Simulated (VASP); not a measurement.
Input of a VASP 6.6.1 run:

Contents of INCAR:

```
SYSTEM = SnSe
PREC = Accurate ; ENCUT = 600
EDIFF = 1E-7 ; ISMEAR = -1
SIGMA = 0.05 ; LREAL = .False.
LASPH = .True. ; NELM = 60
ALGO = Normal ; ISIF = 2
LWAVE = .False. ; LCHARG = .False.
LDIPOL = .True. ; IDIPOL = 3
DIPOL = 0.5 0.5 0.500 ; GGA = PE
NBANDS = 50
```

File KPOINTS:

```
regular mesh
0
Gamma
  5 5 1
  0 0 0
```

POSCAR

```
SnSe
1.0
    4.3100000000      0.0000000000      0.0000000000
    0.0000000000      4.3180000000      0.0000000000
    0.0000000000      0.0000000000     23.8958000000
Sn Se
4 4
Direct
    0.5000000000      0.2500000000      0.3138626872
    0.0000000000      0.7500000000      0.4412197959
    0.0000000000      0.2500000000      0.5587802041
    0.5000000000      0.7500000000      0.6861373128
    0.0000000000      0.7500000000      0.3256187280
    0.5000000000      0.2500000000      0.4294637551
    0.5000000000      0.7500000000      0.5705362449
    0.0000000000      0.2500000000      0.6743812720
```

Potentials or basis: VASP PAW PBE potentials, release 64 (Sn_d, Se).

Launch:

```sh
$ cat potpaw_PBE.64/Sn_d/POTCAR potpaw_PBE.64/Se/POTCAR > POTCAR
$ mpirun -np 1 vasp_std > vasp.out
```

What does it give for the band gap on the k mesh?

0.87 eV, indirect (least direct gap 0.95 eV).

What does it give for the largest force?

0.320 eV/Å.

Forces on the atoms (eV/Å):
```
Sn   0.000  0.000  0.320
Sn   0.000  0.000 -0.296
Sn   0.000  0.000  0.296
Sn   0.000  0.000 -0.320
Se   0.000  0.000  0.001
Se   0.000  0.000 -0.165
Se   0.000  0.000  0.165
Se   0.000  0.000 -0.001
```

Caveat: spin-orbit coupling is left out, which moves the levels of the heavy elements.
